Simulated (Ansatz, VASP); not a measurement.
Given: the input of a run of VASP 6.6.1 on TiSi2. The cell comes from a database or a generator and needn't be the stable form of this composition.

Contents of INCAR:

```
SYSTEM = TiSi2
ALGO = Normal ; EDIFF = 1E-7
ENCUT = 520 ; GGA = PE
ISIF = 2 ; ISMEAR = -1
LASPH = .True. ; LCHARG = .True.
LELF = .True. ; LREAL = .False.
LVHAR = .True. ; LWAVE = .False.
NBANDS = 17 ; NELM = 60
PREC = Accurate ; SIGMA = 0.05
```

Contents of KPOINTS:

```
k-points
0
Gamma
  7 7 10
  0 0 0
```

POSCAR

```
TiSi2
1.0
    4.3746400000      0.0000000000      0.0000000000
   -2.1873200000      3.7885500000      0.0000000000
    0.0000000000      0.0000000000      2.5610100000
Ti Si
1 2
Direct
    0.0000000000      0.0000000000      0.0000000000
    0.3333300000      0.6666700000      0.5000000000
    0.6666700000      0.3333300000      0.5000000000
```

Potentials or basis: VASP PAW PBE potentials, release 64 (Ti_sv, Si).

Run with:

```console
$ cat potpaw_PBE.64/Ti_sv/POTCAR potpaw_PBE.64/Si/POTCAR > POTCAR
$ mpirun -np 1 vasp_std > vasp.out
```

Question: Set up the same calculation for Ansatz 0.2.0. Potentials or basis there: all-electron LAPW, scalar-relativistic.

Answer: As run (cutoffs and basis follow the program's own potentials, and thresholds, step limits or extra output files can differ):

File input.yaml:

```yaml
crystal:
  lattice:
    - [4.37464, 0.0, 0.0]
    - [-2.18732, 3.78855, 0.0]
    - [0.0, 0.0, 2.56101]
  atoms:
    - { symbol: Ti, position: [0.0, 0.0, 0.0] }
    - { symbol: Si, position: [0.33333, 0.66667, 0.5] }
    - { symbol: Si, position: [0.66667, 0.33333, 0.5] }
kpoints:
  mp_grid: { grid: [7, 7, 10] }
scf:
  occupations: { method: fermi_dirac, width: 0.05 }
hamiltonian:
  xc: pbe
  pseudopotentials: { kind: all_electron, lapw: { basis_error: 0.001 } }
output:
  forces: true
  stress: true
  eigenvalues: true
  populations: true
```

Potentials or basis: all-electron LAPW, scalar-relativistic.

Launch:

```bash
$ ansatz run input.yaml --threads 2 --pin off --max-ram 6144MiB --backend cpu --events-out ev --progress --plain --runs-dir out
```

Both were run:

|  | VASP | Ansatz |
| --- | --- | --- |
| Pressure | -0.2 GPa | -0.2 GPa |

Where Ansatz's input types no cutoff or centring, it takes its own default and a Γ-centred mesh.

Pressure is positive in compression.
